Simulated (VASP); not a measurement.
A run of VASP 6.6.1 is set up as follows.

Contents of INCAR:

```
SYSTEM = ZnS
ALGO = Normal ; EDIFF = 1E-6
ENCUT = 520 ; GGA = PE
ISIF = 2 ; ISMEAR = -1
LASPH = .TRUE. ; LCHARG = .FALSE.
LREAL = .FALSE. ; LWAVE = .FALSE.
NBANDS = 46 ; NELM = 60
PREC = Accurate ; SIGMA = 0.05
```

KPOINTS

```
k-points
0
G
  8 8 3
  0 0 0
```

The input POSCAR:

```
ZnS
1.0
    3.8480166318      0.0000000000      0.0000000000
   -1.9240083159      3.3324801573      0.0000000000
    0.0000000000      0.0000000000     12.6029163237
Zn S
4 4
Direct
    0.6666666667      0.3333333333      0.7500000000
    0.3333333333      0.6666666667      0.2500000000
    0.0000000000      0.0000000000      0.5000000000
    0.0000000000      0.0000000000      0.0000000000
    0.6666666667      0.3333333333      0.9375000000
    0.3333333333      0.6666666667      0.4375000000
    0.0000000000      0.0000000000      0.6875000000
    0.0000000000      0.0000000000      0.1875000000
```

Potentials or basis: VASP PAW PBE potentials, release 64 (Zn, S).

The run is started by

```sh
$ cat potpaw_PBE.64/Zn/POTCAR potpaw_PBE.64/S/POTCAR > POTCAR
$ mpirun -np 1 vasp_std > vasp.out
```

**Question.** Predict the band gap on the k mesh.

**Answer.** 2.04 eV.

**Question.** Estimate the largest force.

**Answer.** 0.039 eV/Å.

**Question.** Estimate the pressure.

**Answer.** 0.0 GPa.

Forces on the atoms (eV/Å):
```
Zn   0.000  0.000  0.006
Zn   0.000  0.000  0.006
Zn   0.000  0.000  0.018
Zn   0.000  0.000  0.018
S    0.000  0.000  0.015
S    0.000  0.000  0.015
S    0.000  0.000 -0.039
S    0.000  0.000 -0.039
```

Caveat: an odd mesh through Γ misses points on the zone boundary, where band edges can lie.

**Experimental background.**

From a printed reference work, monograph, for a bulk crystal of ZnS at 4 K: band gap 3.911 eV (direct).

Against the measured gap of ZnS, 3.911 eV (direct; 4 K; a printed reference work, monograph), the calculated 2.04 eV is off by -1.87 eV. The value is that of PBE on a finite k mesh, which can miss the band edges, without temperature or zero-point motion. Semilocal functionals fall short of measured gaps as a rule.
